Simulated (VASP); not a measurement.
# O2CH in VASP: relaxation of the atoms with PBE+D3(BJ)

Aim: the relaxation of the atoms of O2CH with PBE+D3(BJ).

Everything below comes from runs of VASP 6.6.1. Logs are shortened: lines on timing, memory, paths and dates and some standing lists are left out, and cuts for length are marked.

### 1 The molecule as given

The cell holds a molecule in a box, 4 atoms: a = 12.501 Å, b = 13.001 Å, c = 13.501 Å, α = 90.00°, β = 90.00°, γ = 90.00°.

### 2 Relaxation of the atoms, PBE+D3(BJ), collinear spin, ferromagnetic start

INCAR reads:

```
PREC = Accurate
ENCUT = 400
EDIFF = 1E-7
ISMEAR = 0
SIGMA = 0.01
LREAL = F
LASPH = T
NELM = 100
ALGO = Normal
ISIF = 2
LWAVE = F
LCHARG = F
ISPIN = 2
MAGMOM = 0.5 0.5 0.5 0.5
LORBIT = 11
NUPDOWN = 1
GGA = PE
IVDW = 12
IBRION = 2
NSW = 120
EDIFFG = -0.03
ISYM = 0
```

KPOINTS reads:

```
Automatic mesh
0
Gamma
  1 1 1
```

POSCAR reads:

```
HCO2
1.0
   12.5008549775      0.0000000000      0.0000000000
    0.0000000000     13.0008549775      0.0000000000
    0.0000000000      0.0000000000     13.5008549775
O C H
2 1 1
Selective dynamics
Direct
    0.5048703041      0.5354628166      0.4133508595  F F F
    0.4269781399      0.4937291189      0.5615529535  T T T
    0.4910432863      0.5066712909      0.4967023286  T T T
    0.5771082697      0.4795203772      0.5283938584  T T T
```

Potentials or basis: VASP PAW PBE potentials, release 64 (O, C, H).

Launch:

```
> cat potpaw_PBE.64/O/POTCAR potpaw_PBE.64/C/POTCAR potpaw_PBE.64/H/POTCAR > POTCAR
> mpirun -np 1 vasp_gam > vasp.out
```

OUTCAR:

```text
PREC = Accurate
   ENCUT = 400
   EDIFF = 1E-7
   ISMEAR = 0
   LREAL = F
   LASPH = T
   NELM = 100
   ISIF = 2
   ISPIN = 2
   LORBIT = 11
   NUPDOWN = 1
   GGA = PE
   IVDW = 12
   IBRION = 2
   NSW = 120
   EDIFFG = -0.03
   ISYM = 0
 IVDW          = 12

 ion  position               nearest neighbor table
   1  0.505  0.535  0.413-   3 1.20
   2  0.427  0.494  0.562-   3 1.20
   3  0.491  0.507  0.497-   2 1.20   1 1.20   4 1.21
   4  0.577  0.480  0.528-   3 1.21

IMPORTANT INFORMATION: All symmetrisations will be switched off!
NOSYMM: (Re-)initialisation of all symmetry stuff for point group C_1.

----------------------------------------------------------------------------------------

                                     Primitive cell

  volume of cell :    2194.1833

  direct lattice vectors                    reciprocal lattice vectors
    12.500854977  0.000000000  0.000000000     0.079994529  0.000000000  0.000000000
     0.000000000 13.000854977  0.000000000     0.000000000  0.076918018  0.000000000
     0.000000000  0.000000000 13.500854977     0.000000000  0.000000000  0.074069383

  length of vectors
    12.500854977 13.000854977 13.500854977     0.079994529  0.076918018  0.074069383

  position of ions in fractional coordinates (direct lattice)
     0.504870304  0.535462817  0.413350859
     0.426978140  0.493729119  0.561552953
     0.491043286  0.506671291  0.496702329
     0.577108270  0.479520377  0.528393858

  ion indices of the primitive-cell ions
   primitive index   ion index
                 1           1
                 2           2
                 3           3
                 4           4

----------------------------------------------------------------------------------------

 KPOINTS: Automatic mesh

Automatic generation of k-mesh.
 Grid dimensions read from file:
 generate k-points for:    1    1    1

 Generating k-lattice:

  Cartesian coordinates                     Fractional coordinates (reciprocal lattice)
     0.079994529  0.000000000  0.000000000     1.000000000  0.000000000  0.000000000
     0.000000000  0.076918018  0.000000000     0.000000000  1.000000000  0.000000000
     0.000000000  0.000000000  0.074069383     0.000000000  0.000000000  1.000000000

  Length of vectors
     0.079994529  0.076918018  0.074069383

  Shift w.r.t. Gamma in fractional coordinates (k-lattice)
     0.000000000  0.000000000  0.000000000

 Subroutine IBZKPT returns following result:
 ===========================================

 Found      1 irreducible k-points:

 Following reciprocal coordinates:
            Coordinates               Weight
  0.000000  0.000000  0.000000      1.000000
   k-points           NKPTS =      1   k-points in BZ     NKDIM =      1   number of bands    NBANDS=     13
   number of dos      NEDOS =    301   number of ions     NIONS =      4
   total plane-waves  NPLWV = 680400
   dimension x,y,z NGX =    84 NGY =   90 NGZ =   90
   dimension x,y,z NGXF=   168 NGYF=  180 NGZF=  180
   ions per type =               2   1   1
   NGX,Y,Z   is equivalent  to a cutoff of  11.17, 11.51, 11.08 a.u.
   NGXF,Y,Z  is equivalent  to a cutoff of  22.34, 23.02, 22.16 a.u.
 SYSTEM =  unknown system
   PREC   = accura    normal or accurate (medium, high low for compatibility)
   ISTART =      0    job   : 0-new  1-cont  2-samecut
   ICHARG =      2    charge: 1-file 2-atom 10-const
   ISPIN  =      2    spin polarized calculation?
   LNONCOLLINEAR =      F non collinear calculations
   LSORBIT =      F    spin-orbit coupling
   LASPH  =      T    aspherical Exc in radial PAW
   ENCUT  =  400.0 eV  29.40 Ry    5.42 a.u.  20.39 21.20 22.02*2*pi/ulx,y,z
   NELM   =    100;   NELMIN=  2; NELMDL= -5     # of ELM steps
   EDIFF  = 0.1E-06   stopping-criterion for ELM
   LREAL  =      F    real-space projection
   EDIFFG = -.3E-01   stopping-criterion for IOM
   NSW    =    120    number of steps for IOM
   IBRION =      2    ionic relax: 0-MD 1-quasi-New 2-CG
   NFREE  =      1    steps in history (QN), initial steepest desc. (CG)
   ISIF   =      2    stress and relaxation
   ISYM   =      0    0-nonsym 1-usesym 2-fastsym
   POTIM  = 0.5000    time-step for ionic-motion
   TEBEG  =    0.0;   TEEND  =   0.0 temperature during run
   PSTRESS=    0.0 pullay stress
   NELECT =      17.0000    total number of electrons
   NUPDOWN=       1.0000    fix difference up-down
   EMIN   =  10.00;   EMAX   =-10.00  energy-range for DOS
   EFERMI =   0.00;   METHOD = LEGACY
   ISMEAR =     0;   SIGMA  =   0.01  broadening in eV -4-tet -1-fermi 0-gaus
   EFERMI_NEDOS =   21; number of points for ismear=-14 and -15
   IALGO  =     38    algorithm
   IMIX   =      4    mixing-type and parameters
     AMIX     =   0.40;   BMIX     =  1.00
     AMIX_MAG =   1.60;   BMIX_MAG =  1.00
  volume/ion in A,a.u.               =     548.55      3701.77
  Fermi-wavevector in a.u.,A,eV,Ry     =   0.323942  0.612161  1.427771  0.104938
  Thomas-Fermi vector in A             =   1.213633
   LORBIT       =     11    0 simple, 1 ext, 2 COOP (PROOUT), +10 PAW based schemes
   GGA     = PE    functional components
   LHFCALC =     F    Hartree Fock is set to
   AEXX    =    0.0000 exact exchange contribution
   IVDW    =    12    specifies the selected vdW correction
   LEPSILON=     F    determine dielectric tensor
   LRPA    =     F    only Hartree local field effects (RPA)
 conjugate gradient relaxation of ions
 spin polarized calculation
 Gauss-broadening in eV      SIGMA  =   0.01
  energy-cutoff  :      400.00
  volume of cell :     2194.18
 maximum number of plane-waves:     19912
 NGX is ok and might be reduce to    84
   NGX = 41   NGY = 43   NGZ = 45

--------------------------------------- Ionic step        1  -------------------------------------------

 number of electron      16.9999995 magnetization       1.0000013

 Free energy of the ion-electron system (eV)
  ---------------------------------------------------
  ext. energy  EPLUGINS =         0.00000000
  ---------------------------------------------------
  free energy    TOTEN  =       -24.05398401 eV

  energy without entropy =      -24.05398401  energy(sigma->0) =      -24.05398401

------------------------ aborting loop because EDIFF is reached ----------------------------------------

 Edisp (eV)   -0.03784

 E8    (eV) :    -0.0109

  FORCE on cell =-STRESS in cart. coord.  units (eV):
  Direction    XX          YY          ZZ          XY          YZ          ZX
  --------------------------------------------------------------------------------------
  -------------------------------------------------------------------------------------
  Total      -0.18347    -1.20842     3.64415     0.62883    -1.44423    -2.47400
  in kB      -0.13397    -0.88238     2.66093     0.45916    -1.05456    -1.80649
  external pressure =        0.55 kB  Pullay stress =        0.00 kB
[... 103 lines left out ...]
  FREE ENERGIE OF THE ION-ELECTRON SYSTEM (eV)
  ---------------------------------------------------
  free  energy   TOTEN  =       -24.1706068805 eV

  energy  without entropy=      -24.1706068805  energy(sigma->0) =      -24.17060688

[... ionic steps 4 to 18 ...]

--------------------------------------- Ionic step       19  -------------------------------------------

 number of electron      17.0000004 magnetization       1.0000002

------------------------ aborting loop because EDIFF is reached ----------------------------------------

 Edisp (eV)   -0.03768

 E8    (eV) :    -0.0108
[... 73 lines left out ...]
  energy  without entropy=      -24.2096055039  energy(sigma->0) =      -24.20960550

--------------------------------------- Ionic step       21  -------------------------------------------

 number of electron      17.0000004 magnetization       1.0000002

 Free energy of the ion-electron system (eV)
  ---------------------------------------------------
  ext. energy  EPLUGINS =         0.00000000
  ---------------------------------------------------
  free energy    TOTEN  =       -24.17193307 eV

  energy without entropy =      -24.17193307  energy(sigma->0) =      -24.17193307

 E-fermi :  -7.8088     XC(G=0):  -0.4137

 val. band max:       -7.8566879557   @ k =   0.0000   0.0000   0.0000
 cond. band min:      -6.5298742674   @ k =   0.0000   0.0000   0.0000
 fundamental gap:      1.3268136884
 Fermi energy:        -7.8087806035

 spin component 1

 k-point     1 :       0.0000    0.0000    0.0000
  band No.  band energies     occupation
      1     -28.4485      1.00000
      2     -26.8723      1.00000
      3     -15.6159      1.00000
      4     -12.9737      1.00000
      5     -12.3241      1.00000
      6     -11.8152      1.00000
      7      -8.7150      1.00000
      8      -8.5903      1.00000
      9      -7.8567      1.00000
     10      -1.5674      0.00000
     11      -0.4898      0.00000
     12       0.0860      0.00000
     13       0.5152      0.00000
 Fermi energy:        -7.8087806035

 spin component 2

 k-point     1 :       0.0000    0.0000    0.0000
  band No.  band energies     occupation
      1     -28.0295      1.00000
      2     -26.3562      1.00000
      3     -14.9192      1.00000
      4     -12.6396      1.00000
      5     -11.8573      1.00000
      6     -11.6981      1.00000
      7      -8.3334      1.00000
      8      -7.8787      1.00000
      9      -6.5299      0.00000
     10      -1.4400      0.00000
     11      -0.3128      0.00000
     12       0.3246      0.00000
     13       0.5874      0.00000
[... 33 lines left out ...]
  FREE ENERGIE OF THE ION-ELECTRON SYSTEM (eV)
  ---------------------------------------------------
  free  energy   TOTEN  =       -24.2096172565 eV

  energy  without entropy=      -24.2096172565  energy(sigma->0) =      -24.20961726

 reached required accuracy - stopping structural energy minimisation

 total charge

# of ion       s       p       d       tot
------------------------------------------
    1        1.629   3.458   0.000   5.087
    2        1.629   3.458   0.000   5.087
    3        0.889   1.758   0.000   2.647
    4        0.544   0.034   0.000   0.578
--------------------------------------------------
tot          4.691   8.708   0.000  13.399

 magnetization (x)

# of ion       s       p       d       tot
------------------------------------------
    1        0.004   0.302   0.000   0.307
    2        0.004   0.302   0.000   0.306
    3       -0.010  -0.017   0.000  -0.027
    4        0.158  -0.001   0.000   0.157
--------------------------------------------------
tot          0.156   0.586   0.000   0.742
```

Wall time 42 min (1 thread of AMD EPYC 9R45 (Zen 5), shared host); peak memory 1.7 GiB.

What came out:

```
Free energy                                           : -24.2096 eV
Energy gained by relaxing                             : 29.4 meV/atom
Ionic steps                                           : 21
Net moment                                            : 1.00 μB per cell
Site moments                                          : O +0.31; C -0.03; H +0.16 μB
Valence electrons inside the program's atomic spheres : O 5.09; C 2.65; H 0.58
Dispersion energy per atom                            : -0.009 eV
```

Step by step:
```
step  energy change (eV)  largest force (eV/Å)  pressure (GPa)
   1              0.0000                2.9567            0.05
   2              0.2266                4.2826           -0.24
   3             -0.0788                2.2059           -0.07
   4             -0.0058                2.8438           -0.16
   5             -0.1122                0.3934           -0.11
   6             -0.1119                0.7231           -0.09
   7             -0.1143                0.3065           -0.10
   8             -0.1160                0.3069           -0.11
   9             -0.1160                0.2877           -0.10
  10             -0.1173                0.1054           -0.11
  11             -0.1173                0.1249           -0.11
  12             -0.1171                0.2092           -0.11
  13             -0.1174                0.0475           -0.11
  14             -0.1175                0.0449           -0.11
  15             -0.1175                0.0501           -0.11
  16             -0.1176                0.0494           -0.11
  17             -0.1177                0.0617           -0.11
  18             -0.1177                0.0495           -0.11
  19             -0.1178                0.0469           -0.11
  20             -0.1178                0.0410           -0.11
  21             -0.1178                0.0375           -0.11
```

Final structure:
```cif
data_structure
_symmetry_space_group_name_H-M 'P 1'
_symmetry_Int_Tables_number 1
_cell_length_a 12.5009
_cell_length_b 13.0009
_cell_length_c 13.5009
_cell_angle_alpha 90.000
_cell_angle_beta 90.000
_cell_angle_gamma 90.000
_cell_volume 2194.18
loop_
_atom_site_label
_atom_site_type_symbol
_atom_site_fract_x
_atom_site_fract_y
_atom_site_fract_z
_atom_site_occupancy
O1 O 0.50487 0.53546 0.41335 1
O2 O 0.42558 0.49231 0.56623 1
C1 C 0.49224 0.50541 0.49957 1
H1 H 0.57535 0.47938 0.52961 1
```

Caveat: the cutoff is under 1.25 times the usual one of these potentials, so pressure, stress and relaxed cells hold a basis-set (Pulay) error; the standard files for N, O and F lose accuracy on very short bonds; the total moment is fixed, so each spin has its own Fermi level.
